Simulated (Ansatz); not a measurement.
`[F][SnH2][C](F)(F)F` + CH₃OH → `C[O][SnH2][F]` + `FC(F)F` at 298.15 K and 1 bar (ligand exchange at the Sn–C bond).

Program: Ansatz. Geometries: PBE0-D4/def2-TZVP. ΔE: electronic, gas phase. CBS: MP2 limit from def2 TZ/QZ plus the TZ coupled-cluster correction, frozen cores. This one scheme is used for every species. def2 core potentials past Kr. For Sn outer-core shells are correlated without core-valence functions, which leaves a few kJ/mol of doubt a bond. One conformer a species, not always the lowest.

```json
{"species": "`[F][SnH2][C](F)(F)F`", "CCSD(T)/CBS energy (Eh)": "-652.45213", "H − E (kJ/mol)": "99.1", "S (J/(mol·K))": "379.5"}
{"species": "CH₃OH", "CCSD(T)/CBS energy (Eh)": "-115.61712", "H − E (kJ/mol)": "146.3", "S (J/(mol·K))": "238.2"}
{"species": "`C[O][SnH2][F]`", "CCSD(T)/CBS energy (Eh)": "-430.07156", "H − E (kJ/mol)": "170.0", "S (J/(mol·K))": "349.0"}
{"species": "`FC(F)F`", "CCSD(T)/CBS energy (Eh)": "-338.02896", "H − E (kJ/mol)": "78.4", "S (J/(mol·K))": "259.5"}
```

H − E and S are ideal-gas, rigid-rotor, harmonic terms from PBE0-D4/def2-TZVP, for one conformer and one mirror image of each species. 1 Eh = 2625.50 kJ/mol, R = 8.31446 J/(mol·K).

By hand: ΔE, ΔH, ΔS and ΔG.

ΔE = (-430.07156) + (-338.02896) − (-652.45213) − (-115.61712) = -0.03127 Eh = -82.1 kJ/mol. Δ(H − E) = 170.0 + 78.4 − 99.1 − 146.3 = 3.0, so ΔH = -79.1 kJ/mol. ΔS = 349.0 + 259.5 − 379.5 − 238.2 = -9.2 J/(mol·K). ΔG = -79.1 − 298.15 × (-9.2)/1000 = -76.4 kJ/mol.

By hand: the equilibrium constant, and the temperature at which ΔG would vanish if ΔH and ΔS stayed fixed.

log₁₀ K = −ΔG/(RT ln 10) = 13.4. ΔG = 0 at ΔH/ΔS = 8598 K, far beyond where these terms or the molecules hold.

The number of gas molecules stays the same, so ΔS is small and ΔH decides. A doubt of 5 kJ/mol in ΔE shifts log₁₀ K by 0.9 here. Other conformers and mirror images would add mixing entropy, several J/(mol·K) or more a flexible species. Modes under 60 cm⁻¹, often nearly free rotors, make the harmonic entropy too high. These are equilibria of isolated gas molecules and say nothing of rates. Largest T1 diagnostic: 0.014 (customary marks: 0.02 for closed shells, 0.045 for open ones).
